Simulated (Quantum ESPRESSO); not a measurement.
The system is Hf.

```xyz
2
Lattice="3.1967 0.0000 0.0000 -1.5983 2.7684 0.0000 0.0000 0.0000 5.0578" Properties=species:S:1:pos:R:3 pbc="T T T"
Hf    1.5984    0.9228    3.7934
Hf    0.0000    1.8456    1.2645
```

| Quantity | Value |
| --- | --- |
| Program | Quantum ESPRESSO 7.5 |
| Task | phonons |
| Functional | LDA |
| Potentials or basis | PseudoDojo 0.4.1 SR LDA standard |
| Cutoff | 789 eV |
| Density cutoff | 3157 eV |
| k mesh | 8 × 8 × 4 |
| Occupations | cold, width 0.2 eV |
| Spin | no spin polarisation |
| Form of the LDA correlation | PW92 |
| Mixing beta | 0.5 |
| Most SCF iterations | 120 |
| SCF threshold | 4e-10 Ry |

The cell and the atoms were relaxed first, to 20.60 Å³/atom (a = 3.111 Å, b = 3.111 Å, c = 4.916 Å, α = 90.00°, β = 90.00°, γ = 120.00°), and the response was taken there.

```
CELL_PARAMETERS angstrom
3.11106 0.00000 0.00000
-1.55553 2.69426 0.00000
0.00000 0.00000 4.91556
ATOMIC_POSITIONS crystal
Hf 0.66667 0.33333 0.75000
Hf 0.33333 0.66667 0.25000
```

Q: What is the highest optical frequency at the zone centre?

A: 137 cm⁻¹, a mode of symmetry B1g (silent).

Optical modes at Γ, degenerate ones joined:
```
cm⁻¹  components  symmetry  active in
  69           2       E2g      Raman
 137           1       B1g     silent
```

Caveat: the mesh is thin for the phonons of a metal.
